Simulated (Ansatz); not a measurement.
**Structure relaxation of K2Br**

Theory: Ansatz 0.2.0, DFT PBE, scalar-relativistic, plane waves, PAW. Cutoff 420 eV, Γ-centred k mesh, Gaussian smearing, no spin polarisation in the final step.

K2Br was placed on the MoSi2 (C11b) structure type (I4/mmm, No. 139), with Br in place of Mo, K in place of Si, at a guessed volume.

```yaml
crystal:
  lattice:
    - [-2.16292, 2.16292, 5.30591]
    - [2.16292, -2.16292, 5.30591]
    - [2.16292, 2.16292, -5.30591]
  atoms:
    - { symbol: K, position: [0.66500, 0.66500, 0.00000] }
    - { symbol: K, position: [0.33500, 0.33500, 0.00000] }
    - { symbol: Br, position: [0.00000, 0.00000, 0.00000] }
```

Cell and atoms relax at zero pressure; the relaxation can't lower the symmetry of the start. After a coarse first stage the cell is made exact in the group found at 0.06 Å.

Formation energies are uncorrected and refer to the elements' standard structures at the same level.

(1) What does it relax into?

(2) What are its volume, energy, density and gap?

Answers

(1) It keeps I4/mmm (No. 139), but not the shape of the type it started on. Conventional cell: a = 4.152 Å, c = 15.845 Å. Around K lie 4 Br at 3.53 Å and 5 K at 3.93–4.15 Å; Br has 8 K at 3.53 Å and 4 Br at 4.15 Å.

```
K Br
1.0
    -2.07578    2.07578    7.92239
     2.07578   -2.07578    7.92239
     2.07578    2.07578   -7.92239
K Br
2 1
Cartesian
  0.0000 0.0000 9.8853
  0.0000 0.0000 5.9595
  0.0000 0.0000 0.0000
```

(2) The volume per atom is 45.52 Å³ and the density is 1.92 g/cm³. The energy over the elements is -1.08 eV/atom and the gap on the 16×16×16 mesh is 0 eV (a metal).

The final run used a 16×16×16 mesh on its 3-atom cell and 0.10 eV smearing. For metals, differences of a few meV/atom aren't resolved. A later test with randomly moved atoms came back to it.

Cost: 5 runs of about 4.6 core-minutes in all, on Intel Xeon 6975P-C (Granite Rapids) (shared hosts).